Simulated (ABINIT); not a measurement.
The system is ZnS.

```xyz
2
Lattice="0.0000 2.7020 2.7020 2.7020 0.0000 2.7020 2.7020 2.7020 0.0000" Properties=species:S:1:pos:R:3 pbc="T T T"
Zn    4.0530    4.0530    4.0530
S     0.0000    0.0000    0.0000
```

- Program: ABINIT 10.8.3 (patched build)
- Task: relaxation of cell and atoms
- Functional: PBEsol
- Potentials or basis: PseudoDojo NC SR PBEsol v0.4.1 standard
- Cutoff: 1143 eV
- k mesh: 7 × 7 × 7
- Occupations: fermi-dirac, width 0.05 eV
- Spin: no spin polarisation

At the start: pressure -2.0 GPa; volume 19.73 Å³/atom.

Problem. How do energy, volume and symmetry change on relaxing?

Solution. Over 4 steps the energy falls by 3.4 meV/atom and the volume is 19.20 Å³/atom (-2.7 %); space group F-43m (No. 216, to 0.05 Å).

Step by step:
```csv
step,energy change (eV),largest force (eV/Å),pressure (GPa),volume (Å³)
1,0.0000,0.0000,-2.02,39.45
2,-0.0027,0.0000,-1.58,39.21
3,-0.0068,0.0000,0.07,38.36
4,-0.0068,0.0000,0.00,38.40
```

Final structure:
```
CELL_PARAMETERS angstrom
0.00000 2.67764 2.67764
2.67764 0.00000 2.67764
2.67764 2.67764 0.00000
ATOMIC_POSITIONS crystal
Zn 0.75000 0.75000 0.75000
S 0.00000 0.00000 0.00000
```
